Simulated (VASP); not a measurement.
# TePb (Fm-3m) in VASP: notebook, part 2 of 2

VASP 6.6.1.

**3. Single point, PBE**

The input, INCAR:

```
SYSTEM = TePb
ALGO = Normal
EDIFF = 1E-6
ENCUT = 520
GGA = PE
ISIF = 2
ISMEAR = 0
LASPH = .True.
LCHARG = .False.
LREAL = .False.
LWAVE = .False.
NBANDS = 17
NELM = 60
PREC = Accurate
SIGMA = 0.01
```

The input, KPOINTS:

```
k-points
0
Gamma
  6 6 6
  0 0 0
```

The input, POSCAR:

```
TePb
1.0
    0.0000000000      3.2310000000      3.2310000000
    3.2310000000      0.0000000000      3.2310000000
    3.2310000000      3.2310000000      0.0000000000
Te Pb
1 1
Direct
    0.5000000000      0.5000000000      0.5000000000
    0.0000000000      0.0000000000      0.0000000000
```

Potentials or basis: VASP PAW PBE potentials, release 64 (Te, Pb_d).

The run is started by

```sh
$ cat potpaw_PBE.64/Te/POTCAR potpaw_PBE.64/Pb_d/POTCAR > POTCAR
$ mpirun -np 1 vasp_std > vasp.out
```

OUTCAR:

```text
SYSTEM = TePb
   EDIFF = 1E-6
   ENCUT = 520
   GGA = PE
   ISIF = 2
   ISMEAR = 0
   LASPH = .True.
   LREAL = .False.
   NELM = 60
   PREC = Accurate

 ion  position               nearest neighbor table
   1  0.500  0.500  0.500-   2 3.23   2 3.23   2 3.23   2 3.23   2 3.23   2 3.23
   2  0.000  0.000  0.000-   1 3.23   1 3.23   1 3.23   1 3.23   1 3.23   1 3.23

  LATTYP: Found a face centered cubic cell.
 ALAT       =     6.4620000000

  Lattice vectors:

 A1 = (   0.0000000000,   3.2310000000,   3.2310000000)
 A2 = (   3.2310000000,   0.0000000000,   3.2310000000)
 A3 = (   3.2310000000,   3.2310000000,   0.0000000000)

Analysis of symmetry for initial positions (statically):
=====================================================================
 Subroutine PRICEL returns:
 Original cell was already a primitive cell.

 Routine SETGRP: Setting up the symmetry group for a
 face centered cubic supercell.

 Subroutine GETGRP returns: Found 48 space group operations
 (whereof 48 operations were pure point group operations)
 out of a pool of 48 trial point group operations.

The static configuration has the point symmetry O_h .

Analysis of symmetry for dynamics (positions and initial velocities):
=====================================================================
 Subroutine PRICEL returns:
 Original cell was already a primitive cell.

 Routine SETGRP: Setting up the symmetry group for a
 face centered cubic supercell.

 Subroutine GETGRP returns: Found 48 space group operations
 (whereof 48 operations were pure point group operations)
 out of a pool of 48 trial point group operations.

The dynamic configuration has the point symmetry O_h .

 Subroutine INISYM returns: Found 48 space group operations
 (whereof 48 operations are pure point group operations),
 and found     1 'primitive' translations

----------------------------------------------------------------------------------------

                                     Primitive cell

  volume of cell :      67.4592

  direct lattice vectors                    reciprocal lattice vectors
     0.000000000  3.231000000  3.231000000    -0.154750851  0.154750851  0.154750851
     3.231000000  0.000000000  3.231000000     0.154750851 -0.154750851  0.154750851
     3.231000000  3.231000000  0.000000000     0.154750851  0.154750851 -0.154750851

  length of vectors
     4.569324020  4.569324020  4.569324020     0.268036337  0.268036337  0.268036337

  position of ions in fractional coordinates (direct lattice)
     0.500000000  0.500000000  0.500000000
     0.000000000  0.000000000  0.000000000

  ion indices of the primitive-cell ions
   primitive index   ion index
                 1           1
                 2           2

----------------------------------------------------------------------------------------

 KPOINTS: k-points

Automatic generation of k-mesh.
 Grid dimensions read from file:
 generate k-points for:    6    6    6

 Generating k-lattice:

  Cartesian coordinates                     Fractional coordinates (reciprocal lattice)
    -0.025791809  0.025791809  0.025791809     0.166666667  0.000000000  0.000000000
     0.025791809 -0.025791809  0.025791809     0.000000000  0.166666667  0.000000000
     0.025791809  0.025791809 -0.025791809     0.000000000  0.000000000  0.166666667

  Length of vectors
     0.044672723  0.044672723  0.044672723

  Shift w.r.t. Gamma in fractional coordinates (k-lattice)
     0.000000000  0.000000000  0.000000000

 Subroutine IBZKPT returns following result:
 ===========================================

 Found     16 irreducible k-points:

 Following reciprocal coordinates:
            Coordinates               Weight
  0.000000  0.000000  0.000000      1.000000
  0.166667  0.000000  0.000000      8.000000
  0.333333  0.000000  0.000000      8.000000
  0.500000  0.000000  0.000000      4.000000
  0.166667  0.166667  0.000000      6.000000
  0.333333  0.166667  0.000000     24.000000
[... 8 lines left out ...]
 -0.333333  0.333333  0.166667     24.000000
 -0.333333  0.500000  0.166667     12.000000
   k-points           NKPTS =     16   k-points in BZ     NKDIM =     16   number of bands    NBANDS=     17
   number of dos      NEDOS =    301   number of ions     NIONS =      2
   total plane-waves  NPLWV =  46656
   dimension x,y,z NGX =    36 NGY =   36 NGZ =   36
   dimension x,y,z NGXF=    72 NGYF=   72 NGZF=   72
   ions per type =               1   1
   NGX,Y,Z   is equivalent  to a cutoff of  13.10, 13.10, 13.10 a.u.
   NGXF,Y,Z  is equivalent  to a cutoff of  26.20, 26.20, 26.20 a.u.
 SYSTEM =  TePb
   PREC   = accura    normal or accurate (medium, high low for compatibility)
   ISTART =      0    job   : 0-new  1-cont  2-samecut
   ICHARG =      2    charge: 1-file 2-atom 10-const
   ISPIN  =      1    spin polarized calculation?
   LNONCOLLINEAR =      F non collinear calculations
   LSORBIT =      F    spin-orbit coupling
   LASPH  =      T    aspherical Exc in radial PAW
   ENCUT  =  520.0 eV  38.22 Ry    6.18 a.u.   8.50  8.50  8.50*2*pi/ulx,y,z
   NELM   =     60;   NELMIN=  2; NELMDL= -5     # of ELM steps
   EDIFF  = 0.1E-05   stopping-criterion for ELM
   LREAL  =      F    real-space projection
   EDIFFG = 0.1E-04   stopping-criterion for IOM
   NSW    =      0    number of steps for IOM
   IBRION =     -1    ionic relax: 0-MD 1-quasi-New 2-CG
   NFREE  =      0    steps in history (QN), initial steepest desc. (CG)
   ISIF   =      2    stress and relaxation
   ISYM   =      2    0-nonsym 1-usesym 2-fastsym
   POTIM  = 0.5000    time-step for ionic-motion
   TEBEG  =    0.0;   TEEND  =   0.0 temperature during run
   PSTRESS=    0.0 pullay stress
   NELECT =      20.0000    total number of electrons
   NUPDOWN=      -1.0000    fix difference up-down
   EMIN   =  10.00;   EMAX   =-10.00  energy-range for DOS
   EFERMI =   0.00;   METHOD = LEGACY
   ISMEAR =     0;   SIGMA  =   0.01  broadening in eV -4-tet -1-fermi 0-gaus
   EFERMI_NEDOS =   21; number of points for ismear=-14 and -15
   IALGO  =     38    algorithm
   IMIX   =      4    mixing-type and parameters
     AMIX     =   0.40;   BMIX     =  1.00
     AMIX_MAG =   1.60;   BMIX_MAG =  1.00
  volume/ion in A,a.u.               =      33.73       227.62
  Fermi-wavevector in a.u.,A,eV,Ry     =   1.091619  2.062861 16.213147  1.191633
  Thomas-Fermi vector in A             =   2.227868
   LORBIT       =      0    0 simple, 1 ext, 2 COOP (PROOUT), +10 PAW based schemes
   GGA     = PE    functional components
   LHFCALC =     F    Hartree Fock is set to
   AEXX    =    0.0000 exact exchange contribution
   IVDW    =     0    specifies the selected vdW correction
   LEPSILON=     F    determine dielectric tensor
   LRPA    =     F    only Hartree local field effects (RPA)
 non-spin polarized calculation
 Gauss-broadening in eV      SIGMA  =   0.01
  energy-cutoff  :      520.00
  volume of cell :       67.46
 maximum number of plane-waves:      1853
 NGX is ok and might be reduce to    36
   NGX = 17   NGY = 17   NGZ = 17

 number of electron      20.0000003 magnetization

 Free energy of the ion-electron system (eV)
  ---------------------------------------------------
  ext. energy  EPLUGINS =         0.00000000
  ---------------------------------------------------
  free energy    TOTEN  =        -7.50208989 eV

  energy without entropy =       -7.50208989  energy(sigma->0) =       -7.50208989

 E-fermi :   5.7277     XC(G=0):  -9.3008

 val. band max:        5.6253360357   @ k =   0.5000   0.0000   0.0000
 cond. band min:       6.3604147480   @ k =   0.5000   0.0000   0.0000
 fundamental gap:      0.7350787122
 Fermi energy:         5.7276624088

 k-point     1 :       0.0000    0.0000    0.0000
  band No.  band energies     occupation
      1     -11.0977      2.00000
      2     -11.0977      2.00000
      3     -11.0884      2.00000
      4     -11.0884      2.00000
      5     -11.0884      2.00000
      6      -6.3943      2.00000
[... 9 lines left out ...]
     16      11.4204      0.00000
     17      12.9886      0.00000
[... 281 lines left out ...]
 k-point    16 :      -0.3333    0.5000    0.1667
  band No.  band energies     occupation
      1     -11.1469      2.00000
      2     -11.0952      2.00000
      3     -11.0898      2.00000
      4     -11.0718      2.00000
      5     -11.0624      2.00000
      6      -4.5974      2.00000
[... 9 lines left out ...]
     16      16.3397      0.00000
     17      17.1629      0.00000

------------------------ aborting loop because EDIFF is reached ----------------------------------------

  FORCE on cell =-STRESS in cart. coord.  units (eV):
  Direction    XX          YY          ZZ          XY          YZ          ZX
  --------------------------------------------------------------------------------------
  -------------------------------------------------------------------------------------
  Total        0.8751681      0.8751681      0.8751681      0.0000000      0.0000000      0.0000000
  in kB       20.7855350     20.7855350     20.7855350      0.0000000      0.0000000      0.0000000
  external PRESSURE =      20.7855350 kB  Pullay stress =       0.0000000 kB

 VOLUME and BASIS-vectors are now :
 -----------------------------------------------------------------------------
  energy-cutoff  :      520.00
  volume of cell :       67.46
      direct lattice vectors                 reciprocal lattice vectors
     0.000000000  3.231000000  3.231000000    -0.154750851  0.154750851  0.154750851
     3.231000000  0.000000000  3.231000000     0.154750851 -0.154750851  0.154750851
     3.231000000  3.231000000  0.000000000     0.154750851  0.154750851 -0.154750851

 POSITION                                       TOTAL-FORCE (eV/Angst)
 -----------------------------------------------------------------------------------
      3.23100      3.23100      3.23100        -0.000000      0.000000     -0.000000
      0.00000      0.00000      0.00000         0.000000     -0.000000      0.000000
 -----------------------------------------------------------------------------------
    total drift:                               -0.000000      0.000000      0.000000

  FREE ENERGIE OF THE ION-ELECTRON SYSTEM (eV)
  ---------------------------------------------------
  free  energy   TOTEN  =        -7.5020898939 eV

  energy  without entropy=       -7.5020898939  energy(sigma->0) =       -7.50208989
```

OSZICAR:

```text
N       E                     dE             d eps       ncg     rms          rms(c)
DAV:   1     0.154840034310E+03    0.15484E+03   -0.88389E+03   544   0.111E+03
DAV:   2     0.288603653096E+01   -0.15195E+03   -0.14720E+03   579   0.300E+02
DAV:   3    -0.735173926585E+01   -0.10238E+02   -0.10189E+02   734   0.844E+01
DAV:   4    -0.761161059621E+01   -0.25987E+00   -0.25971E+00   694   0.150E+01
DAV:   5    -0.762327632484E+01   -0.11666E-01   -0.11665E-01   727   0.304E+00    0.335E+00
DAV:   6    -0.750365782570E+01    0.11962E+00   -0.26239E-01   793   0.360E+00    0.208E+00
DAV:   7    -0.750031036939E+01    0.33475E-02   -0.84059E-02   682   0.142E+00    0.924E-01
DAV:   8    -0.750214851159E+01   -0.18381E-02   -0.96654E-03   686   0.985E-01    0.158E-01
DAV:   9    -0.750205246949E+01    0.96042E-04   -0.12434E-03   838   0.379E-01    0.726E-02
DAV:  10    -0.750208441822E+01   -0.31949E-04   -0.16549E-04   638   0.101E-01    0.174E-02
DAV:  11    -0.750209007716E+01   -0.56589E-05   -0.40569E-05   706   0.543E-02    0.180E-02
DAV:  12    -0.750208989385E+01    0.18331E-06   -0.21111E-06   628   0.819E-03
   1 F= -.75020899E+01 E0= -.75020899E+01  d E =-.351089E-49
```

stdout:

```text
POSCAR found type information on POSCAR TePb
 POSCAR found :  2 types and       2 ions
 scaLAPACK will be used
 LDA part: xc-table for (Slater+PW92), standard interpolation
 POSCAR, INCAR and KPOINTS ok, starting setup
 FFT: planning ... GRIDC
 FFT: planning ... GRID_SOFT
 FFT: planning ... GRID
 WAVECAR not read
 entering main loop
```

It took 10 s on 1 thread of Intel Xeon 6975P-C (Granite Rapids), shared host; peak memory 0.2 GiB.

Results:

| Quantity | Value |
| --- | --- |
| Free energy | -7.5021 eV |
| Pressure | 2.1 GPa |
| Band gap on the k mesh | 0.74 eV, direct |

Caveat: spin-orbit coupling is left out, which moves the levels of the heavy elements.

**4. How close it comes**

Step 2. Against the measured gap of TePb, 0.19 eV (direct; 4.2 K; a printed reference work, monograph), the calculated 0.73 eV is off by +0.54 eV. Spin-orbit coupling on Pb, Te is left out. The value is that of PBE on a finite k mesh, which can miss the band edges, without temperature or zero-point motion.

Step 3. Against the measured gap of TePb, 0.19 eV (direct; 4.2 K; a printed reference work, monograph), the calculated 0.74 eV is off by +0.55 eV. Spin-orbit coupling on Pb, Te is left out. The value is that of PBE on a finite k mesh, which can miss the band edges, without temperature or zero-point motion.
